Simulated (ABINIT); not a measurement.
Write the native input for ABINIT 10.8.3 (patched build) that does the following.

```yaml
Task: equation of state
Functional: BP86
Potentials_or_basis: JTH PAW PBE v2.0 sp
Cutoff: 408 eV
k_mesh: 9 × 9 × 9
Occupations: fermi-dirac, width 0.05 eV
Spin: no spin polarisation
Fine-grid_cutoff: 816.342 eV
Exchange_and_correlation_inside_the_PAW_spheres: full angular mesh (pawxcdev 0, this build's default; the released program takes 1)
```

The system is Pb.

```xyz
1
Lattice="0.0000 2.4750 2.4750 2.4750 0.0000 2.4750 2.4750 2.4750 0.0000" Properties=species:S:1:pos:R:3 pbc="T T T"
Pb    0.0000    0.0000    0.0000
```

The input as run:

run.abi

```
# Datasets: one volume each
ndtset 7
getwfk -1
scalecart1 3*0.9795861087
scalecart2 3*0.9864848297
scalecart3 3*0.9932883884
scalecart4 3*1.0000000000
scalecart5 3*1.0066227096
scalecart6 3*1.0131594038
scalecart7 3*1.0196128224

# Pseudopotentials
pp_dirpath "./"
pseudos "Pb.GGA_PBE-JTH_sp.xml"

# Structure
acell 6.6144323282 6.6144323282 6.6144323282
rprim
     0.0000000000     0.7071067812     0.7071067812
     0.7071067812     0.0000000000     0.7071067812
     0.7071067812     0.7071067812     0.0000000000
ntypat 1
znucl 82
natom 1
typat 1
xred
     0.0000000000     0.0000000000     0.0000000000

# Plane-wave basis
ecut 408.170794 eV
pawecutdg 30.0

# k points
kptopt 1
ngkpt 9 9 9
nshiftk 1
shiftk 0.0 0.0 0.0

# Exchange and correlation
ixc -106132

# Bands and occupations
nband 6
occopt 3
tsmear 0.05 eV

# SCF cycle
nstep 100
tolvrs 1.0e-9

# Output
iomode 3
prtwf 1
prtden 0
prteig 0
prtebands 0
enunit 1
```

Potentials or basis: JTH PAW PBE v2.0 sp.

Launch:

```bash
$ abinit run.abi > log 2>&1
```

It gave:

| Property | Result |
| --- | --- |
| Equilibrium volume | 32.15 Å³/atom (rough: see the caveat) |
| Bulk modulus | 39 GPa (rough) |

Caveat: pressures at fixed basis lie under the slope of the energies; the minimum lies outside the volumes run; the PAW data sets were made with another functional, which shifts forces and pressure a little; this set keeps more shells in the core, which shifts pressures and gaps.

Wall time 28 s on 1 thread of Arm Neoverse V2 (shared host), peak memory 0.13 GiB.
